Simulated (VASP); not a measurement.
MnO:

```
Mn O
1.0
     0.00000    2.22200    2.22200
     2.22200    0.00000    2.22200
     4.44400    4.44400    0.00000
Mn O
2 2
Cartesian
  0.0000 0.0000 0.0000
  2.2220 2.2220 0.0000
  2.2220 2.2220 2.2220
  4.4440 4.4440 2.2220
```

Program: VASP 6.6.1. Alike in all runs: task single point; level LDA; potentials or basis VASP PAW LDA potentials, release 64 (Mn_pv, O); cell as given; k mesh 8 × 8 × 8; cutoff (eV) 520; smearing fermi-dirac 0.05 eV.

Question: Order these runs on this cell by their pressure, lowest first.
A. spin off
B. spin collinear, ferromagnetic start
C. spin non-collinear, random start

Answer: A (-46.4 GPa), B (-16.4 GPa), C (-14.2 GPa).

Caveats: a pressure of tens of GPa on the cell as given is suspect, and the run, the potentials or the cell itself is likely at fault (some runs).
